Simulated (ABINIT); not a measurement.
# AlNi3 (Pm-3m) in ABINIT: single point with PBE

Aim: the single point of AlNi3 with PBE.

All numbers are computed with ABINIT 10.8.3 (patched build); they aren't measurements. Logs are shortened: lines on timing, memory, paths and dates and some standing lists are left out, and cuts for length are marked. The log counts tension as positive stress, the text compression.

## Step 1: Starting point

It takes space group Pm-3m (No. 221, cubic). The conventional cell has a = 3.523 Å, b = 3.523 Å, c = 3.523 Å, α = 90.00°, β = 90.00°, γ = 90.00°. Ni (site symmetry 4/mmm) is surrounded by 8 Ni at 2.49 Å and 4 Al at 2.49 Å. Al (site symmetry m-3m) has 12 Ni at 2.49 Å as nearest neighbours.

The cell is a database's computed one.

## Step 2: Single point, PBE, collinear spin, ferromagnetic start

run.abi reads:

```
pp_dirpath "./"
pseudos "Ni.GGA_PBE-JTH.xml, Al.GGA_PBE-JTH.xml"

acell 3.5230547267 3.5230547267 3.5230547267 Angstrom
rprim
     1.0000000000     0.0000000000     0.0000000000
     0.0000000000     1.0000000000     0.0000000000
     0.0000000000     0.0000000000     1.0000000000
ntypat 2
znucl 28 13
natom 4
typat 1 1 1 2
xcart
     1.7615273634     1.7615273634     0.0000000000
     1.7615273634     0.0000000000     1.7615273634
     0.0000000000     1.7615273634     1.7615273634
     0.0000000000     0.0000000000     0.0000000000 Angstrom

ecut 41.0
pawecutdg 63.0
pawxcdev 0

kptopt 1
ngkpt 8 8 8
nshiftk 1
shiftk 0.0 0.0 0.0

ixc 11

nband 35
occopt 3
tsmear 0.05 eV

nsppol 2
spinat
     0.0000000000     0.0000000000     2.5000000000
     0.0000000000     0.0000000000     2.5000000000
     0.0000000000     0.0000000000     2.5000000000
     0.0000000000     0.0000000000     0.0000000000

nstep 100
tolvrs 1.0e-9

iomode 3
prtwf 0
prtden 0
prteig 0
prtebands 0
enunit 2
```

Potentials or basis: JTH PAW PBE v2.0.

The run is started by

```
$ abinit run.abi > log 2>&1
```

run.abo:

```text
.Version 10.8.3 of ABINIT
 Symmetries : space group Pm -3 m (#221); Bravais cP (primitive cubic)
================================================================================
 Values of the parameters that define the memory need of the present run
     intxc =       0    ionmov =       0      iscf =      17    lmnmax =      18
     lnmax =       6     mgfft =      40  mpssoang =       3    mqgrid =    3001
     natom =       4  nloc_mem =       2    nspden =       2   nspinor =       1
    nsppol =       2      nsym =      48    n1xccc =       1    ntypat =       2
    occopt =       3   xclevel =       2
       mpw =        3755          nfft =       64000          nkpt =          35
 PAW method is used; the additional fine FFT grid is defined by:
   mgfftf=        48    nfftf =    110592
================================================================================
================================================================================

--------------------------------------------------------------------------------
------------- Echo of variables that govern the present computation ------------
--------------------------------------------------------------------------------
 -outvars: echo values of preprocessed input variables --------
            acell      6.6576085600E+00  6.6576085600E+00  6.6576085600E+00 Bohr
              amu      5.86900000E+01  2.69815390E+01
             ecut      4.10000000E+01 Hartree
           enunit           2
              ixc          11
         kptrlatt        8    0    0      0    8    0      0    0    8
          kptrlen      5.32608685E+01
            natom           4
            nband          35
            ngfft          40      40      40
          ngfftdg          48      48      48
             nkpt          35
           nspden           2
           nsppol           2
            nstep         100
             nsym          48
           ntypat           2
           occopt           3
        pawecutdg      6.30000000E+01 Hartree
         pawxcdev           0
           prtden           0
        prtebands           0
           prteig           0
            prtwf           0
          spgroup         221
           spinat      0.0000000000E+00  0.0000000000E+00  2.5000000000E+00
                       0.0000000000E+00  0.0000000000E+00  2.5000000000E+00
                       0.0000000000E+00  0.0000000000E+00  2.5000000000E+00
                       0.0000000000E+00  0.0000000000E+00  0.0000000000E+00
           tolvrs      1.00000000E-09
           tsmear      1.83746611E-03 Hartree
            typat      1  1  1  2
           useylm           1
           xangst      1.7615273634E+00  1.7615273634E+00  3.3333271833E-11
                       1.7615273634E+00  3.3333271833E-11  1.7615273634E+00
                       3.3333271833E-11  1.7615273634E+00  1.7615273634E+00
                       3.3333271833E-11  3.3333271833E-11  3.3333271833E-11
            xcart      3.3288042801E+00  3.3288042801E+00  6.2990754646E-11
                       3.3288042801E+00  6.2990754646E-11  3.3288042801E+00
                       6.2990754646E-11  3.3288042801E+00  3.3288042801E+00
                       6.2990754646E-11  6.2990754646E-11  6.2990754646E-11
             xred      5.0000000001E-01  5.0000000001E-01  9.4614686456E-12
                       5.0000000001E-01  9.4614686456E-12  5.0000000001E-01
                       9.4614686456E-12  5.0000000001E-01  5.0000000001E-01
                       9.4614686456E-12  9.4614686456E-12  9.4614686456E-12
            znucl       28.00000   13.00000

================================================================================

 chkinp: Checking input parameters for consistency.

================================================================================
== DATASET  1 ==================================================================

--- !DatasetInfo
iteration_state: {dtset: 1, }
dimensions: {natom: 4, nkpt: 35, mband: 35, nsppol: 2, nspinor: 1, nspden: 2, mpw: 3755, }
cutoff_energies: {ecut:  41.0, pawecutdg:  63.0, }
electrons: {nelect:   5.70000000E+01, charge:   0.00000000E+00, occopt:   3.00000000E+00, tsmear:   1.83746611E-03, }
meta: {optdriver: 0, ionmov: 0, optcell: 0, iscf: 17, paral_kgb: 0, }
...

 Exchange-correlation functional for the present dataset will be:
[... 139 lines left out ...]
    4      0.00000000003333     0.00000000003333     0.00000000003333

 cartesian forces (hartree/bohr) at end:
    1     -0.00000000000000    -0.00000000000000    -0.00000000000000
    2     -0.00000000000000    -0.00000000000000    -0.00000000000000
    3     -0.00000000000000    -0.00000000000000    -0.00000000000000
    4     -0.00000000000000    -0.00000000000000    -0.00000000000000
 frms,max,avg= 0.0000000E+00 0.0000000E+00   0.000E+00  0.000E+00  0.000E+00 h/b

 cartesian forces (eV/Angstrom) at end:
    1     -0.00000000000000    -0.00000000000000    -0.00000000000000
    2     -0.00000000000000    -0.00000000000000    -0.00000000000000
    3     -0.00000000000000    -0.00000000000000    -0.00000000000000
    4     -0.00000000000000    -0.00000000000000    -0.00000000000000
 frms,max,avg= 0.0000000E+00 0.0000000E+00   0.000E+00  0.000E+00  0.000E+00 e/A
 length scales=  6.657608560048  6.657608560048  6.657608560048 bohr
              =  3.523054726700  3.523054726700  3.523054726700 angstroms
 Fermi (or HOMO) energy (hartree) =   0.43553   Average Vxc (hartree)=  -0.46822
 Magnetization (Bohr magneton)=  6.98679222E-01
 Total spin up =  2.88493396E+01   Total spin down =  2.81506604E+01
 Eigenvalues (hartree) for nkpt=  35  k points, SPIN UP:
 kpt#   1, nband= 35, wtk=  0.00195, kpt=  0.0000  0.0000  0.0000 (reduced coord)
  -3.35739   -3.35617   -3.35617   -1.90394   -1.90394   -1.90394   -1.90093   -1.90093
  -1.90093   -1.89845   -1.89845   -1.89845    0.05887    0.26899    0.29482    0.29482
   0.30848    0.30848    0.30848    0.38287    0.38287    0.38287    0.41442    0.41442
   0.42616    0.43321    0.43321    0.43321    0.46624    0.46624    0.46624    0.68141
   0.68141    0.71262    0.89215
      occupation numbers for kpt#   1
   1.00000    1.00000    1.00000    1.00000    1.00000    1.00000    1.00000    1.00000
   1.00000    1.00000    1.00000    1.00000    1.00000    1.00000    1.00000    1.00000
   1.00000    1.00000    1.00000    1.00000    1.00000    1.00000    0.99999    0.99999
   0.99393    0.77900    0.77900    0.77900    0.00000    0.00000    0.00000    0.00000
   0.00000    0.00000    0.00000
 prteigrs : prtvol=0 or 1, do not print more k-points.

 Eigenvalues (hartree) for nkpt=  35  k points, SPIN DOWN:
 kpt#   1, nband= 35, wtk=  0.00195, kpt=  0.0000  0.0000  0.0000 (reduced coord)
  -3.34543   -3.34419   -3.34419   -1.89241   -1.89241   -1.89241   -1.89018   -1.89018
  -1.89018   -1.88571   -1.88571   -1.88571    0.05782    0.27179    0.30031    0.30031
   0.31878    0.31878    0.31878    0.39091    0.39091    0.39091    0.42067    0.42067
   0.43641    0.44910    0.44910    0.44910    0.46502    0.46502    0.46502    0.68482
   0.68482    0.71442    0.89145
      occupation numbers for kpt#   1
   1.00000    1.00000    1.00000    1.00000    1.00000    1.00000    1.00000    1.00000
   1.00000    1.00000    1.00000    1.00000    1.00000    1.00000    1.00000    1.00000
   1.00000    1.00000    1.00000    1.00000    1.00000    1.00000    0.99969    0.99969
   0.38135    0.00062    0.00062    0.00062    0.00000    0.00000    0.00000    0.00000
   0.00000    0.00000    0.00000
 prteigrs : prtvol=0 or 1, do not print more k-points.

 Fermi (or HOMO) energy (eV) =  11.85124   Average Vxc (eV)= -12.74099
 Eigenvalues (   eV  ) for nkpt=  35  k points, SPIN UP:
 kpt#   1, nband= 35, wtk=  0.00195, kpt=  0.0000  0.0000  0.0000 (reduced coord)
 -91.35928  -91.32600  -91.32600  -51.80883  -51.80883  -51.80883  -51.72681  -51.72681
 -51.72681  -51.65933  -51.65933  -51.65933    1.60182    7.31973    8.02237    8.02237
   8.39404    8.39404    8.39404   10.41851   10.41851   10.41851   11.27703   11.27703
  11.59630   11.78825   11.78825   11.78825   12.68710   12.68710   12.68710   18.54201
  18.54201   19.39135   24.27664
 prteigrs : prtvol=0 or 1, do not print more k-points.

 Eigenvalues (   eV  ) for nkpt=  35  k points, SPIN DOWN:
 kpt#   1, nband= 35, wtk=  0.00195, kpt=  0.0000  0.0000  0.0000 (reduced coord)
 -91.03376  -91.00011  -91.00011  -51.49500  -51.49500  -51.49500  -51.43429  -51.43429
 -51.43429  -51.31281  -51.31281  -51.31281    1.57338    7.39591    8.17198    8.17198
   8.67446    8.67446    8.67446   10.63716   10.63716   10.63716   11.44690   11.44690
  11.87543   12.22050   12.22050   12.22050   12.65377   12.65377   12.65377   18.63499
  18.63499   19.44039   24.25757
 prteigrs : prtvol=0 or 1, do not print more k-points.

--- !EnergyTerms
iteration_state     : {dtset: 1, }
comment             : Components of total free energy in Hartree
kinetic             :  8.79592066158286E+01
hartree             :  1.47088218092810E+02
xc                  : -2.12003311482257E+01
Ewald energy        : -3.08259912241194E+02
psp_core            :  1.20387049039554E+01
local_psp           : -4.15550549137951E+02
PAW spherical_terms : -1.68454578490274E+01
internal            : -5.14770120763804E+02
'-kT*entropy'       : -1.06272719849631E-03
total_energy        : -5.14771183491003E+02
total_energy_eV     : -1.40076375022744E+04
...

--- !EnergyTermsDC
iteration_state     : {dtset: 1, }
comment             : '"Double-counting" decomposition of free energy'
band_energy         : -4.28228063368134E+01
Ewald energy        : -3.08259912241194E+02
psp_core            :  1.20387049039554E+01
xc_dc               : -1.40992142859777E+02
PAW spherical_terms : -3.47339600780736E+01
internal            : -5.14770116611902E+02
'-kT*entropy'       : -1.06272719849631E-03
total_energy_dc     : -5.14771179339101E+02
total_energy_dc_eV  : -1.40076373892954E+04
...

--- !EnergyTermsWithPAWCore
iteration_state     : {dtset: 1, }
comment             : 'Components of total free energy, including PAW core contributions'
Total energy        : -4.80527098088051E+03
Total energy DC     : -4.80527097672861E+03
Total energy (eV)   : -1.30758084677343E+05
Total energy DC (eV): -1.30758084564365E+05
...

 Cartesian components of stress tensor (hartree/bohr^3)
  sigma(1 1)= -2.67343758E-04  sigma(3 2)=  0.00000000E+00
  sigma(2 2)= -2.67343758E-04  sigma(3 1)=  0.00000000E+00
  sigma(3 3)= -2.67343758E-04  sigma(2 1)=  0.00000000E+00

-Cartesian components of stress tensor (GPa)         [Pressure=  7.8655E+00 GPa]
- sigma(1 1)= -7.86552491E+00  sigma(3 2)=  0.00000000E+00
- sigma(2 2)= -7.86552491E+00  sigma(3 1)=  0.00000000E+00
- sigma(3 3)= -7.86552491E+00  sigma(2 1)=  0.00000000E+00

== END DATASET(S) ==============================================================
================================================================================

 -outvars: echo values of variables after computation  --------
            acell      6.6576085600E+00  6.6576085600E+00  6.6576085600E+00 Bohr
           etotal     -5.1477117934E+02
            fcart     -0.0000000000E+00 -0.0000000000E+00 -0.0000000000E+00
                      -0.0000000000E+00 -0.0000000000E+00 -0.0000000000E+00
                      -0.0000000000E+00 -0.0000000000E+00 -0.0000000000E+00
                      -0.0000000000E+00 -0.0000000000E+00 -0.0000000000E+00
           strten     -2.6734375772E-04 -2.6734375772E-04 -2.6734375772E-04
                       0.0000000000E+00  0.0000000000E+00  0.0000000000E+00
           xangst      1.7615273634E+00  1.7615273634E+00  3.3333271833E-11
                       1.7615273634E+00  3.3333271833E-11  1.7615273634E+00
                       3.3333271833E-11  1.7615273634E+00  1.7615273634E+00
                       3.3333271833E-11  3.3333271833E-11  3.3333271833E-11
             xred      5.0000000001E-01  5.0000000001E-01  9.4614686456E-12
                       5.0000000001E-01  9.4614686456E-12  5.0000000001E-01
                       9.4614686456E-12  5.0000000001E-01  5.0000000001E-01
                       9.4614686456E-12  9.4614686456E-12  9.4614686456E-12
 Calculation completed.
```

Run time: 13 min. Hardware: 1 thread of Arm Neoverse N1, shared host; peak memory 0.33 GiB.

Results:

```
Free energy                                           : -14007.6374 eV
Pressure                                              : 7.9 GPa
Band gap on the k mesh                                : none (metal or under the smearing width)
Net moment                                            : 0.70 μB per cell
Site moments                                          : Ni +0.26; Al -0.01 μB
Valence electrons inside the program's atomic spheres : Ni 15.90; Al 0.83
```

## Step 3: For comparison

An earlier run on the cell as given: functional PBE; potentials or basis JTH PAW PBE v2.0; cutoff 1116 eV; k mesh 8 × 8 × 8; occupations fermi-dirac, width 0.05 eV; collinear spin, ferromagnetic start; starting moments [1.0, 1.0, 1.0, 0.0] μB.

- Pressure: 7.9 GPa
- Band gap on the k mesh: none (metal or under the smearing width)
- Net moment: 0.70 μB per cell
- Site moments: Ni +0.26; Al -0.01 μB
- Valence electrons inside the program's atomic spheres: Ni 15.90; Al 0.83
